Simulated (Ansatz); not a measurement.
MgS (Niningerite):

```
CELL_PARAMETERS angstrom
0.00000 2.60165 2.60165
2.60165 0.00000 2.60165
2.60165 2.60165 0.00000
ATOMIC_POSITIONS crystal
S 0.50000 0.50000 0.50000
Mg 0.00000 0.00000 0.00000
```

| Quantity | Value |
| --- | --- |
| Program | Ansatz 0.2.0 |
| Task | relaxation of cell and atoms |
| Functional | PBEsol |
| Dispersion | D3(BJ) |
| Potentials or basis | Ansatz PAW |
| Cutoff | 420 eV (not typed: the program's choice for these potentials) |
| k mesh | 9 × 9 × 9 |
| Occupations | fermi-dirac, width 0.05 eV |
| Spin | no spin polarisation |

At the start: volume 17.61 Å³/atom.

**Question.** How do energy, volume and symmetry change on relaxing?

**Answer.** It ends after 5 steps and the volume is 16.76 Å³/atom (-4.8 %); space group Fm-3m (No. 225, to 0.05 Å).

Step by step:
| step | energy change (eV) | largest force (eV/Å) | volume (Å³) |
| --- | --- | --- | --- |
| 1 | 0.0000 | 0.0000 | 35.22 |
| 2 | -0.0201 | 0.0000 | 33.79 |
| 3 | -0.0207 | 0.0000 | 33.51 |
| 4 | -0.0207 | 0.0000 | 33.53 |
| 5 | -0.0206 | 0.0000 | 33.53 |

Final structure:
```
CELL_PARAMETERS angstrom
0.00000 2.55931 2.55931
2.55931 0.00000 2.55931
2.55931 2.55931 0.00000
ATOMIC_POSITIONS crystal
S 0.50000 0.50000 0.50000
Mg 0.00000 0.00000 0.00000
```

Caveat: the plane-wave basis is chosen anew once the cell has moved, so the energies of steps on either side of that aren't comparable; the PAW data sets come from PBE, with cores solved anew for the run's functional, which leaves a small shift of forces and pressure.
